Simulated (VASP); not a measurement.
# Lattice of CdTe, functional by functional, part 2 of 3

How much does the relaxed cell of CdTe depend on the functional? The starting structure is a measured crystal structure from the Crystallography Open Database. The first relaxation on each setting starts from this cell expanded by 3 % in volume.

VASP 6.6.1.

Results so far: PBEsol 34.26 Å³ an atom; LDA 33.04 Å³ an atom; PBE 36.28 Å³ an atom.

## 5. Relaxation with PBEsol + D3(BJ)

Level of this step: PBEsol with D3(BJ); plane waves and PAW (Te, Cd) (VASP).

D3 with Becke-Johnson damping keeps a finite attraction at short range. This run starts from the cell of an earlier relaxation, which isn't shown; the restart sets up the plane waves anew.

Contents of INCAR:

```
SYSTEM = CdTe
PREC = Accurate
ENCUT = 450
EDIFF = 1E-06
NELM = 100
ISMEAR = 0
SIGMA = 0.03
LREAL = .FALSE.
ALGO = Normal
GGA = PS
IVDW = 12
NBANDS = 15
LORBIT = 11
LWAVE = .FALSE.
LCHARG = .FALSE.
KPAR = 4
IBRION = 2
NSW = 50
ISIF = 3
EDIFFG = -0.004
```

Contents of POSCAR:

```
CdTe
1.0
    0.0000000000      3.2083448754      3.2083448754
    3.2083448754      0.0000000000      3.2083448754
    3.2083448754      3.2083448754      0.0000000000
Te Cd
1 1
Direct
    0.7500000000      0.7500000000      0.7500000000
    0.0000000000      0.0000000000      0.0000000000
```

Contents of KPOINTS:

```
Automatic mesh
0
Gamma
6 6 6
0 0 0
```

PAW data sets: Te and Cd (PBE family, release 64).

Command:

```console
> mpirun -np 4 vasp_std
```

Log:

```text
[banner, memory and clock lines left out]
running    4 mpi-ranks, on    1 nodes
[...]
[... a notice as in an earlier step ...]

 LDA part: xc-table for (Slater+PW92), standard interpolation
 POSCAR, INCAR and KPOINTS ok, starting setup
[...]
entering main loop
       N       E                     dE             d eps       ncg     rms          rms(c)
DAV:   1     0.932427912162E+02    0.93243E+02   -0.78004E+03   480   0.935E+02
DAV:   2    -0.234474617697E+01   -0.95588E+02   -0.91684E+02   543   0.239E+02
DAV:   3    -0.569695494735E+01   -0.33522E+01   -0.33473E+01   592   0.473E+01
DAV:   4    -0.572751410186E+01   -0.30559E-01   -0.30558E-01   713   0.380E+00
[...]
DAV:  11    -0.546946985335E+01   -0.23175E-04   -0.49012E-05   544   0.456E-02    0.405E-02
DAV:  12    -0.546946763261E+01    0.22207E-05   -0.44043E-06   543   0.158E-02    0.207E-02
DAV:  13    -0.546946748063E+01    0.15198E-06   -0.47788E-07   352   0.380E-03
   1 F= -.61606863E+01 E0= -.61606863E+01  d E =-.616069E+01
[...]
DAV:   1    -0.546884858388E+01    0.61905E-03   -0.59872E-03   550   0.921E-01    0.131E-01
DAV:   2    -0.546856592916E+01    0.28265E-03   -0.69669E-04   536   0.389E-01    0.425E-02
DAV:   3    -0.546853809467E+01    0.27834E-04   -0.60857E-05   543   0.791E-02    0.351E-02
DAV:   4    -0.546853531759E+01    0.27771E-05   -0.76723E-06   529   0.206E-02    0.545E-03
DAV:   5    -0.546853540915E+01   -0.91557E-07   -0.72647E-07   268   0.111E-02
   2 F= -.61606953E+01 E0= -.61606953E+01  d E =-.905783E-05
 trial-energy change:   -0.000009  1 .order   -0.000007   -0.000026    0.000011
 step:   0.6941(harm=  0.6941)  dis= 0.00000  next Energy=    -6.160695 (dE=-0.886E-05)
[...]
N       E                     dE             d eps       ncg     rms          rms(c)
DAV:   1    -0.546885367171E+01   -0.31835E-03   -0.54944E-04   550   0.280E-01    0.392E-02
DAV:   2    -0.546882847527E+01    0.25196E-04   -0.64171E-05   536   0.118E-01    0.135E-02
DAV:   3    -0.546882562573E+01    0.28495E-05   -0.54813E-06   487   0.240E-02    0.111E-02
DAV:   4    -0.546882469967E+01    0.92606E-06   -0.67575E-07   261   0.620E-03
   3 F= -.61606966E+01 E0= -.61606966E+01  d E =-.103306E-04
[...]
reached required accuracy - stopping structural energy minimisation
```

It took 5 s on 4 MPI ranks of Intel Xeon 6975P-C (Granite Rapids), shared host; peak memory 0.74 GiB.

Parts of OUTCAR (step 5):

```text
 Edisp (eV)   -0.69216

 Edisp (eV)   -0.69187

  Total       0.00258     0.00258     0.00258     0.00000     0.00000    -0.00000
  in kB       0.06276     0.06276     0.06276     0.00000     0.00000    -0.00000
  external pressure =        0.06 kB  Pullay stress =        0.00 kB

 POSITION                                       TOTAL-FORCE (eV/Angst)
 -----------------------------------------------------------------------------------
      4.81100      4.81100      4.81100         0.000000      0.000000      0.000000
      0.00000      0.00000      0.00000        -0.000000     -0.000000     -0.000000
 -----------------------------------------------------------------------------------
    total drift:                                0.000001      0.000001      0.000000

  FREE ENERGIE OF THE ION-ELECTRON SYSTEM (eV)
  ---------------------------------------------------
  free  energy   TOTEN  =        -6.1606966074 eV

  energy  without entropy=       -6.1606966074  energy(sigma->0) =       -6.16069661

[... 2 parts as in an earlier step ...]

[... 2 further parts left out ...]
[key lines of the parts left out:]
E-fermi :   2.6481
```

With PBEsol + D3(BJ) the relaxed cell holds 32.994 Å³ an atom, -2.99 % against the measured cell, with a = 6.415 Å. That is -3.70 % from PBEsol. Pressures at 0.985 and 1.015 times this volume, from two more relaxations that aren't shown, give a bulk modulus of 46.3 GPa.

## 6. Relaxation with r2SCAN

r2SCAN adds the kinetic-energy density, costs more than a GGA and is run with LASPH.

Changes to INCAR since step 5:

```diff
@@ -9,4 +9,4 @@
 ALGO = Normal
-GGA = PS
-IVDW = 12
+METAGGA = R2SCAN
+LASPH = .TRUE.
 NBANDS = 15
```

Contents of POSCAR:

```
CdTe
1.0
    0.0000000000      3.2720812943      3.2720812943
    3.2720812943      0.0000000000      3.2720812943
    3.2720812943      3.2720812943      0.0000000000
Te Cd
1 1
Direct
    0.7500000000      0.7500000000      0.7500000000
    0.0000000000      0.0000000000      0.0000000000
```

KPOINTS is that of step 5.

Command:

```console
> mpirun -np 4 vasp_std
```

Log:

```text
[banner, memory and clock lines left out]
running    4 mpi-ranks, on    1 nodes
[...]
[... a notice as in an earlier step ...]

 LDA part: xc-table for (None), standard interpolation
 POSCAR, INCAR and KPOINTS ok, starting setup
[...]
entering main loop
       N       E                     dE             d eps       ncg     rms          rms(c)
DAV:   1     0.404685122181E+02    0.40469E+02   -0.77058E+03   504   0.933E+02
DAV:   2    -0.481389065535E+02   -0.88607E+02   -0.85149E+02   592   0.234E+02
DAV:   3    -0.511928432287E+02   -0.30539E+01   -0.30492E+01   557   0.449E+01
DAV:   4    -0.512174697526E+02   -0.24627E-01   -0.24626E-01   733   0.356E+00
[...]
DAV:  12    -0.466397157159E+02   -0.12530E-04   -0.55554E-05   557   0.950E-02    0.215E-02
DAV:  13    -0.466397124348E+02    0.32811E-05   -0.12280E-05   564   0.437E-02    0.736E-03
DAV:  14    -0.466397126008E+02   -0.16594E-06   -0.31222E-07   324   0.466E-03
   1 F= -.46639713E+02 E0= -.46639713E+02  d E =-.466397E+02
[...]
DAV:   4    -0.466400697796E+02    0.18481E-03   -0.30587E-04   522   0.115E-01    0.342E-02
DAV:   5    -0.466400654766E+02    0.43030E-05   -0.16549E-05   571   0.401E-02    0.299E-02
DAV:   6    -0.466400642209E+02    0.12557E-05   -0.11919E-05   501   0.296E-02    0.486E-03
DAV:   7    -0.466400640904E+02    0.13054E-06   -0.15742E-06   445   0.145E-02
   2 F= -.46640064E+02 E0= -.46640064E+02  d E =-.351490E-03
 trial-energy change:   -0.000351  1 .order   -0.000331   -0.000870    0.000207
 step:   0.8240(harm=  0.8078)  dis= 0.00000  next Energy=   -46.640082 (dE=-0.370E-03)
[...]
N       E                     dE             d eps       ncg     rms          rms(c)
DAV:   1    -0.466403882855E+02   -0.32406E-03   -0.63733E-03   536   0.948E-01    0.140E-01
DAV:   2    -0.466401094676E+02    0.27882E-03   -0.69499E-04   501   0.384E-01    0.441E-02
DAV:   3    -0.466400880230E+02    0.21445E-04   -0.57989E-05   522   0.861E-02    0.383E-02
DAV:   4    -0.466400867451E+02    0.12779E-05   -0.94982E-06   536   0.207E-02    0.596E-03
DAV:   5    -0.466400869191E+02   -0.17403E-06   -0.50155E-07   275   0.759E-03
   3 F= -.46640087E+02 E0= -.46640087E+02  d E =-.374318E-03
[...]
reached required accuracy - stopping structural energy minimisation
```

It took 21 s on 4 MPI ranks; peak memory 0.75 GiB; 81 s of CPU time.

OUTCAR, selected parts (step 6):

```text
  Total       -0.0033888     -0.0033888     -0.0033888      0.0000000      0.0000000      0.0000000
  in kB       -0.0769881     -0.0769881     -0.0769881      0.0000000      0.0000000      0.0000000
  external PRESSURE =      -0.0769881 kB  Pullay stress =       0.0000000 kB

 POSITION                                       TOTAL-FORCE (eV/Angst)
 -----------------------------------------------------------------------------------
      4.91882      4.91882      4.91882         0.000000     -0.000000      0.000000
      0.00000      0.00000      0.00000        -0.000000      0.000000     -0.000000
 -----------------------------------------------------------------------------------
    total drift:                                0.000003      0.000003      0.000003

  FREE ENERGIE OF THE ION-ELECTRON SYSTEM (eV)
  ---------------------------------------------------
  free  energy   TOTEN  =       -46.6400869191 eV

  energy  without entropy=      -46.6400869191  energy(sigma->0) =      -46.64008692

[... 2 parts as in an earlier step ...]

[... 2 further parts left out ...]
[key lines of the parts left out:]
E-fermi :   1.9617
```

With r2SCAN the relaxed cell holds 35.262 Å³ an atom, +3.67 % against the measured cell, with a = 6.558 Å. That is +2.92 % from PBEsol. Pressures at 0.985 and 1.015 times this volume, from two more relaxations that aren't shown, give a bulk modulus of 40.5 GPa.

## 7. Relaxation with r2SCAN + rVV10

rVV10 adds a nonlocal correlation energy for dispersion.

Changes to INCAR since step 6:

```diff
@@ -10,2 +10,6 @@
 METAGGA = R2SCAN
+LUSE_VDW = .TRUE.
+IVDW_NL = 2
+BPARAM = 11.95
+CPARAM = 0.0093
 LASPH = .TRUE.
```

POSCAR is that of step 6.

KPOINTS is that of step 6.

Command:

```console
> mpirun -np 4 vasp_std
```

Log:

```text
[banner, memory and clock lines left out]
running    4 mpi-ranks, on    1 nodes
[...]
|                                                                             |
|               ----> ADVICE to this user running VASP <----                  |
|                                                                             |
|     You have switched on vdW-DFT.                                           |
|     This routine was written and supplied by Jiri Klimes. We recommend      |
|     that you carefully read and cite the following publications:            |
|       J. Klimes, D.R. Bowler, A. Michelides                                 |
|          J. Phys.: Cond Matt. 22 022201 (2010)                              |
|       J. Klimes, D.R. Bowler, A. Michelides                                 |
|          Phys. Rev. B. 83, 195131 (2011)                                    |
|     and references therein.                                                 |
|                                                                             |

[...]
DAV:   4    -0.460004859139E+02    0.45563E-04   -0.68347E-05   522   0.554E-02    0.155E-02
Total rVV10 correction in eV:      0.6363010    24.0396417
Total rVV10 correction in eV:      0.6363010    24.0396417
Total rVV10 correction in eV:      0.6363010    24.0396417
Total rVV10 correction in eV:      0.6363010    24.0396417
DAV:   5    -0.460004845315E+02    0.13824E-05   -0.38528E-06   564   0.203E-02    0.139E-02
Total rVV10 correction in eV:      0.6363176    24.0396417
Total rVV10 correction in eV:      0.6363176    24.0396417
Total rVV10 correction in eV:      0.6363176    24.0396417
Total rVV10 correction in eV:      0.6363176    24.0396417
DAV:   6    -0.460004836282E+02    0.90326E-06   -0.24143E-06   487   0.130E-02
Total rVV10 correction in eV:      0.6363412    24.0396417
Total rVV10 correction in eV:      0.6363412    24.0396417
Total rVV10 correction in eV:      0.6363412    24.0396417
Total rVV10 correction in eV:      0.6363412    24.0396417
Total rVV10 correction in eV:      0.6363256    24.0396417
Total rVV10 correction in eV:      0.6363256    24.0396417
Total rVV10 correction in eV:      0.6363256    24.0396417
Total rVV10 correction in eV:      0.6363256    24.0396417
   3 F= -.46000484E+02 E0= -.46000484E+02  d E =-.679362E-03
[...]
reached required accuracy - stopping structural energy minimisation
```

The job ended after 78 s (4 MPI ranks; peak memory 1.3 GiB).

From OUTCAR (step 7):

```text
  Total       -0.0028651     -0.0028651     -0.0028651      0.0000000      0.0000000      0.0000000
  in kB       -0.0660678     -0.0660678     -0.0660678      0.0000000      0.0000000      0.0000000
  external PRESSURE =      -0.0660678 kB  Pullay stress =       0.0000000 kB

 POSITION                                       TOTAL-FORCE (eV/Angst)
 -----------------------------------------------------------------------------------
      4.89445      4.89445      4.89445         0.000000     -0.000000     -0.000000
      0.00000     -0.00000      0.00000        -0.000000      0.000000      0.000000
 -----------------------------------------------------------------------------------
    total drift:                                0.000002      0.000002      0.000002

  FREE ENERGIE OF THE ION-ELECTRON SYSTEM (eV)
  ---------------------------------------------------
  free  energy   TOTEN  =       -46.0004836282 eV

  energy  without entropy=      -46.0004836282  energy(sigma->0) =      -46.00048363

[... 2 parts as in an earlier step ...]

[... 2 further parts left out ...]
[key lines of the parts left out:]
E-fermi :   2.0572
```

The log as kept lacks single lines of electronic cycles.

With r2SCAN + rVV10 the relaxed cell holds 34.741 Å³ an atom, +2.14 % against the measured cell, with a = 6.526 Å. That is +1.39 % from PBEsol. Pressures at 0.985 and 1.015 times this volume, from two more relaxations that aren't shown, give a bulk modulus of 42.8 GPa.

## 8. Relaxation with rev-vdW-DF2

rev-vdW-DF2 revises the exchange of vdW-DF2 for solids.

Changes to INCAR since step 7:

```diff
@@ -9,7 +9,8 @@
 ALGO = Normal
-METAGGA = R2SCAN
+GGA = MK
+AGGAC = 0
 LUSE_VDW = .TRUE.
-IVDW_NL = 2
-BPARAM = 11.95
-CPARAM = 0.0093
+PARAM1 = 0.1234
+PARAM2 = 0.711357
+ZAB_VDW = -1.8867
 LASPH = .TRUE.
```

POSCAR is that of step 7.

KPOINTS is that of step 7.

Command:

```console
> mpirun -np 4 vasp_std
```

Log:

```text
[banner, memory and clock lines left out]
running    4 mpi-ranks, on    1 nodes
[...]
[... a notice as in an earlier step ...]

 [... a notice as in an earlier step ...]

 LDA part: xc-table for (Slater+PW92), standard interpolation
 POSCAR, INCAR and KPOINTS ok, starting setup
[...]
entering main loop
       N       E                     dE             d eps       ncg     rms          rms(c)
DAV:   1     0.891090791150E+02    0.89109E+02   -0.75799E+03   504   0.913E+02
DAV:   2     0.263259272366E+01   -0.86476E+02   -0.83140E+02   592   0.230E+02
DAV:   3    -0.379072294730E+00   -0.30117E+01   -0.30067E+01   571   0.437E+01
DAV:   4    -0.409839354223E+00   -0.30767E-01   -0.30766E-01   734   0.373E+00
[...]
DAV:  11    -0.167037431730E+00   -0.12895E-04   -0.32126E-05   536   0.387E-02    0.279E-02
DAV:  12    -0.167036216026E+00    0.12157E-05   -0.26240E-06   550   0.119E-02    0.148E-02
DAV:  13    -0.167036039040E+00    0.17699E-06   -0.20004E-07   310   0.278E-03
[...]
DAV:   3    -0.167855434821E+00    0.16907E-02   -0.36587E-03   564   0.604E-01    0.280E-01
DAV:   4    -0.167579510306E+00    0.27592E-03   -0.41217E-04   522   0.143E-01    0.470E-02
DAV:   5    -0.167565205282E+00    0.14305E-04   -0.41008E-05   564   0.766E-02    0.342E-02
DAV:   6    -0.167564345810E+00    0.85947E-06   -0.97013E-06   543   0.294E-02
   2 F= -.16756435E+00 E0= -.16756435E+00  d E =-.528307E-03
 trial-energy change:   -0.000528  1 .order   -0.000657   -0.001482    0.000169
 step:   0.8327(harm=  0.8976)  dis= 0.00000  next Energy=    -0.167579 (dE=-0.543E-03)
[...]
N       E                     dE             d eps       ncg     rms          rms(c)
DAV:   1    -0.168109777880E+00   -0.54457E-03   -0.10018E-02   536   0.116E+00    0.166E-01
DAV:   2    -0.167655785489E+00    0.45399E-03   -0.11392E-03   536   0.478E-01    0.536E-02
DAV:   3    -0.167610299816E+00    0.45486E-04   -0.10065E-04   550   0.991E-02    0.450E-02
DAV:   4    -0.167605239448E+00    0.50604E-05   -0.11217E-05   536   0.238E-02    0.760E-03
DAV:   5    -0.167605235707E+00    0.37403E-08   -0.10172E-06   282   0.125E-02
   3 F= -.16760524E+00 E0= -.16760524E+00  d E =-.569197E-03
[...]
reached required accuracy - stopping structural energy minimisation
```

Elapsed: 66 s, on 4 MPI ranks; peak memory 1.5 GiB; 4.3 min of CPU time.

OUTCAR, selected parts (step 8):

```text
  Total       -0.0074809     -0.0074809     -0.0074809     -0.0000000      0.0000000      0.0000000
  in kB       -0.1695993     -0.1695993     -0.1695993     -0.0000000      0.0000000      0.0000000
  external PRESSURE =      -0.1695993 kB  Pullay stress =       0.0000000 kB

 POSITION                                       TOTAL-FORCE (eV/Angst)
 -----------------------------------------------------------------------------------
      4.92223      4.92223      4.92223         0.000000     -0.000000     -0.000000
      0.00000      0.00000      0.00000        -0.000000      0.000000      0.000000
 -----------------------------------------------------------------------------------
    total drift:                               -0.000000     -0.000000     -0.000000

  FREE ENERGIE OF THE ION-ELECTRON SYSTEM (eV)
  ---------------------------------------------------
  free  energy   TOTEN  =        -0.1676052357 eV

  energy  without entropy=       -0.1676052357  energy(sigma->0) =       -0.16760524

[... 2 parts as in an earlier step ...]

[... 2 further parts left out ...]
[key lines of the parts left out:]
E-fermi :   2.1086
```

With rev-vdW-DF2 the relaxed cell holds 35.336 Å³ an atom, +3.89 % against the measured cell, with a = 6.563 Å. That is +3.13 % from PBEsol. Pressures at 0.985 and 1.015 times this volume, from two more relaxations that aren't shown, give a bulk modulus of 38.2 GPa.

(Continued in part 3 of 3.)

[Lines on the potential files, build, host, timing and source positions are cut from VASP's logs without a mark.]

[Logs are printed without paths, hosts, clocks, repeated set-up lines and the standing remarks that a program may print on its own settings, such as how far it seeks lower states.]

[Hosts, paths, dates, database ids (printed as entryN), source tags and the programs' standing remarks are cut or masked in the printed files.]
